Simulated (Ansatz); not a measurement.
# Mn: largest site moment and pressure as volume scale varies

Plane-wave DFT, scalar-relativistic PAW made under PBE with cores redone for the functional, no dispersion; the given relaxed cell is scaled uniformly, energy at zero smearing counts from the unscaled cell, pressure at the given Fermi-Dirac smearing is positive in compression. The results are calculated, by Ansatz 0.2.0.

The cell before it is scaled or strained (space group Fd-3m, No. 227):
```
Mn
1.0
      0.0000     2.5675     2.5675
      2.5675     0.0000     2.5675
      2.5675     2.5675     0.0000
Mn
2
Direct
  0.12500 0.12500 0.12500
  0.87500 0.87500 0.87500
```

Settings of every row: spin polarised yes; functional PBE; wave cutoff 420 eV; smearing width 0.05 eV; k mesh 12x12x12.

Atom:
| element | starting moment (Bohr magneton) |
| --- | --- |
| Mn | 2.09 |
| Mn | -2.09 |

Limits: search for a lower magnetic state is off; some atoms lie unusually close (a squeezed, shaken or made-up cell).

| row | volume scale | V (Å³/atom) | largest site moment (Bohr magneton) | pressure (GPa) | energy change per atom (meV) |
| --- | --- | --- | --- | --- | --- |
| 1 | 0.88 | 14.894 | 1.4 | 10.22 | 55.63 |
| 2 | 0.92 | 15.571 | 1.65 | 5.79 | 22.17 |
| 3 | 0.96 | 16.248 | ? | ? | ? |
| 4 | 1.04 | 17.602 | 2.27 | -1.88 | 4.18 |
| 5 | 1.08 | 18.279 | 2.44 | -3.31 | 15.36 |
| 6 | 1.12 | 18.956 | 2.6 | -4.42 | 31.9 |

Question: what largest site moment and pressure should row 3 give?

Worked fit of largest site moment. Take t = volume scale − 1. The shown rows have t = -0.12, -0.08, 0.04, 0.08, 0.12. Least squares give largest site moment = 2.08 + 4.98 × t − 5.56 × t² Bohr magneton; a straight line predicts inner rows, each left out in turn, worse (root mean square 0.034 against 0.0048 Bohr magneton). All shown rows lie on it to the printed digit. The withheld row has t = -0.04, so the fit gives 2.08 + 4.98 × (-0.04) − 5.56 × (-0.04)² = 1.87 Bohr magneton.

The calculation gave 1.88 Bohr magneton. The fit lies 0.01 Bohr magneton (0.83 % of the column's range) below it, one unit of the last digit.

Worked fit of pressure. Take u = (V_r/V)^(2/3) − 1 with V_r = 17.602 Å³ an atom, which is twice the finite (Eulerian) strain; such expansions in the strain, on which the Birch-Murnaghan equation of state is built, carry the rest volume and the bulk modulus. The shown rows have u = 0.11781, 0.08517, 0, -0.02485, -0.0482. Least squares give pressure = −1.942 + 65.254 × u + 317.02 × u² GPa; a straight line predicts inner rows, each left out in turn, worse (root mean square 0.93 against 0.17 GPa). The rows lie off it by 0.07, -0.13, 0.06, 0.06, -0.07 (root mean square 0.082 GPa). The withheld row has u = 0.05481, so the fit gives −1.942 + 65.254 × (0.05481) + 317.02 × (0.05481)² = 2.59 GPa.

The calculation gave 2.49 GPa. The fit lies 0.10 GPa (4 % of the value, 0.68 % of the column's range) above it; its largest miss of a shown row is 0.13 GPa.

The other values of row 3: energy change per atom 5 meV.
